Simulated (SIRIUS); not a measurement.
The system is Ir.

```
Ir
1.0
     0.00000    1.91560    1.91560
     1.91560    0.00000    1.91560
     1.91560    1.91560    0.00000
Ir
1
Direct
  0.00000 0.00000 0.00000
```

Base run:

```yaml
Program: SIRIUS 7.10.0
Functional: PBE
Potentials_or_basis: PseudoDojo 0.4 PBE stringent (scalar relativistic)
Cutoff: 937 eV
Density_cutoff: 3749 eV
k_mesh: 12 × 12 × 12
Occupations: fermi-dirac, width 0.05 eV
Spin: no spin polarisation
```

Its results: band gap on the k mesh none (metal or under the smearing width); pressure 10.4 GPa.

Question: The run is repeated on the same cell with these changes: potentials or basis from PseudoDojo 0.4 PBE stringent (scalar relativistic) to in-house norm-conserving set, PBE (scalar relativistic). What comes out?

Answer: Band gap on the k mesh none (metal or under the smearing width); pressure 11.3 GPa.

Not every run made on this cell is shown here.
